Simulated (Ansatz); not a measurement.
Crystal: SnSe2.

```
Sn Se
1.0
     3.81100    0.00000    0.00000
    -1.90550    3.30042    0.00000
     0.00000    0.00000    6.13600
Sn Se
1 2
Direct
  0.00000 0.00000 0.00000
  0.66667 0.33333 0.75100
  0.33333 0.66667 0.24900
```

| Item | Value |
| --- | --- |
| Program | Ansatz 0.2.0 |
| Task | relaxation of cell and atoms |
| Functional | BLYP |
| Dispersion | D3(BJ) |
| Potentials or basis | Ansatz PAW |
| Cutoff | 420 eV (not typed: the program's choice for these potentials) |
| k mesh | 8 × 8 × 5 |
| Occupations | fermi-dirac, width 0.05 eV |
| Spin | no spin polarisation |

At the start: volume 25.73 Å³/atom.

Problem. Where does the relaxation end?

Solution. It ends after 7 steps and the volume is 25.34 Å³/atom (-1.5 %); space group P-3m1 (No. 164, to 0.05 Å).

Step by step:
| step | energy change (eV) | largest force (eV/Å) | volume (Å³) |
| --- | --- | --- | --- |
| 1 | 0.0000 | 1.0827 | 77.18 |
| 2 | -0.0153 | 0.8380 | 78.68 |
| 3 | -0.1313 | 0.0970 | 78.66 |
| 4 | -0.1430 | 0.0422 | 76.11 |
| 5 | -0.1437 | 0.0164 | 76.06 |
| 6 | -0.1439 | 0.0012 | 76.03 |
| 7 | -0.1438 | 0.0012 | 76.03 |

Final structure:
```
Sn Se
1.0
     3.89757    0.00000    0.00000
    -1.94879    3.37540    0.00000
     0.00000    0.00000    5.77945
Sn Se
1 2
Direct
  0.00000 0.00000 0.00000
  0.66667 0.33333 0.72456
  0.33333 0.66667 0.27544
```

Caveat: the plane-wave basis is chosen anew once the cell has moved, so the energies of steps on either side of that aren't comparable; the PAW data sets come from PBE, with cores solved anew for the run's functional, which leaves a small shift of forces and pressure.
